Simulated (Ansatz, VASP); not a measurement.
## Ta in VASP and in Ansatz

```
Ta
1.0
     2.70467    0.00000    0.00000
     0.00000    2.70467    0.00000
     0.00000    0.00000    2.70467
Ta
1
Direct
  0.00000 0.00000 0.00000
```

Change from the starting cell: volume scaled by 0.96.

Alike in both runs: task single point; functional PBE; k mesh 13 × 13 × 13; occupations fermi-dirac, width 0.03 eV; no spin polarisation.

|  | VASP | Ansatz |
| --- | --- | --- |
| version | VASP 6.6.1 | Ansatz 0.2.0 |
| potentials or method | VASP PAW PBE potentials, release 64 (Ta_pv), cutoff 520 eV | all-electron LAPW, scalar-relativistic |

|  | VASP | Ansatz | Ansatz less VASP |
| --- | --- | --- | --- |
| pressure (GPa) | 6.5 | 6.2 | -0.29 |

Ansatz ran all-electron here, so the differences hold the error of VASP's frozen core and of both bases.

The runs have no spin-orbit coupling, so splittings on Ta are missing.
